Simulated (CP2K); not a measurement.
Crystal: Ru.

```
Ru
1.0
     2.70580    0.00000    0.00000
    -1.35290    2.34329    0.00000
     0.00000    0.00000    4.28190
Ru
2
Direct
  0.66667 0.33333 0.75000
  0.33333 0.66667 0.25000
```

Base run:

```yaml
Program: CP2K 2026.2
Functional: PBE
Potentials_or_basis: GTH_POTENTIALS Ru GTH-BLYP-q16; DZVP-MOLOPT-SR-GTH basis
Density_cutoff: 6123 eV
k_mesh: 11 × 11 × 6
Occupations: fermi-dirac, width 0.05 eV
Spin: no spin polarisation
```

Its results: band gap on the k mesh none (metal or under the smearing width); pressure 5.6 GPa.

**Question.** The run is repeated on the same cell with these changes: potentials or basis from GTH_POTENTIALS Ru GTH-BLYP-q16; DZVP-MOLOPT-SR-GTH basis to POTENTIAL_UZH Ru GTH-SCAN-q16; DZVP-MOLOPT-SR-GTH basis; potentials from Ru GTH-BLYP-q16 of GTH_POTENTIALS to Ru GTH-SCAN-q16 of POTENTIAL_UZH. What comes out?

**Answer.** Band gap on the k mesh none (metal or under the smearing width); pressure 19.0 GPa.

Caveats: the potentials were made for another functional, which shifts forces and pressure; the basis of atomic orbitals isn't converged, which shifts pressures, moduli and gaps.
